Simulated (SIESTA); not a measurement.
Runs of SIESTA 5.4.2 on FeO (Wuestite). The structure is cubic, space group Fm-3m (No. 225). The conventional cell has a = 4.311 Å, b = 4.311 Å, c = 4.311 Å, α = 90.00°, β = 90.00°, γ = 90.00°. Around Fe (site symmetry m-3m) lie 6 O at 2.16 Å. Around O (site symmetry m-3m) lie 6 Fe at 2.16 Å. 

```tsv
task	level	potentials or basis	cell	k mesh	optimiser	force tolerance	energy shift	gap on the mesh (eV)	pressure (GPa)	moment (μB)	V0 of scaled cells (Å³/atom)	B0 (GPa)
band structure	PBE	PseudoDojo 0.4 standard (PBE files), DZP (energy shift 0.003 Ry; two zetas on semicore shells)	as given	11 × 11 × 11	-	-	0.003 Ry	none	0.3	4.00	-	-
band structure	BLYP	PseudoDojo 0.4 standard (PBE files), DZP (energy shift 0.003 Ry; two zetas on semicore shells)	as given	11 × 11 × 11	-	-	0.003 Ry	none	7.7	4.00	-	-
band structure	AM05	PseudoDojo 0.4 standard (PBEsol files), DZP (energy shift 0.003 Ry; two zetas on semicore shells)	as given	11 × 11 × 11	-	-	0.003 Ry	none	-7.6	4.00	-	-
single point	LDA	PseudoDojo 0.4 standard (LDA files), DZP (energy shift 0.002 Ry)	as given	8 × 8 × 8	-	-	0.002 Ry	none	-14.6	4.00	-	-
band structure	PBEsol	PseudoDojo 0.4 standard (PBEsol files), TZP (energy shift 0.002 Ry)	as given	8 × 8 × 8	-	-	0.002 Ry	none	-8.1	4.00	-	-
equation of state	PBEsol	PseudoDojo 0.4 standard (PBEsol files), DZP (energy shift 0.003 Ry; two zetas on semicore shells)	as given	11 × 11 × 11	-	-	0.003 Ry	-	-	-	9.61	(b)
equation of state	PBE	PseudoDojo 0.4 standard (PBE files), DZP (energy shift 0.002 Ry)	as given	11 × 11 × 11	-	-	0.002 Ry	-	-	-	10.04	187
single point	PBE	PseudoDojo 0.4 standard (PBE files), TZP (energy shift 0.002 Ry)	as given	8 × 8 × 8	-	-	0.002 Ry	none	0.1	4.00	-	-
single point	PBEsol	PseudoDojo 0.4 standard (PBEsol files), DZP (energy shift 0.003 Ry; two zetas on semicore shells)	as given	11 × 11 × 11	-	-	0.003 Ry	none	-7.8	4.00	-	-
band structure	vdW-DF-cx	PseudoDojo 0.4 standard (PBE files), DZP (energy shift 0.003 Ry; two zetas on semicore shells)	as given	11 × 11 × 11	-	-	0.003 Ry	none	(a)	4.00	-	-
relaxation of cell and atoms	PBEsol	PseudoDojo 0.4 standard (PBEsol files), DZP (energy shift 0.002 Ry)	relaxed	8 × 8 × 8	CG	0.01 eV/Å	0.002 Ry	none	-0.1	4.00	-	-
band structure	PBE	PseudoDojo 0.4 standard (PBE files), DZP (energy shift 0.002 Ry)	as given	11 × 11 × 11	-	-	0.002 Ry	none	0.3	4.00	-	-
```

Alike in all rows: spin collinear, ferromagnetic start; smearing fermi-dirac 0.05 eV; grid cutoff 800 Ry.

**Question.** Estimate the missing entries.

**Answer.** (a) -5.8; (b) 213.

Caveats: the basis of atomic orbitals isn't converged, which shifts pressures, moduli and gaps; a cell with one magnetic atom can't hold antiferromagnetic order, which such compounds often take (some runs); semilocal functionals often make such compounds metallic where correlation or magnetic order opens a gap, which also shifts bond lengths (some runs); short orbitals over semicore shells can move pressures by several GPa (some runs); semicore shells carry a single zeta, which can move pressures by several GPa and volumes by a few percent (some runs); the potentials were made for another functional, which shifts forces and pressure (some runs).

A k mesh can miss the band edges.

A gap of «none» marks a metal or a gap under the smearing width.

Not every run made on this cell is shown here.
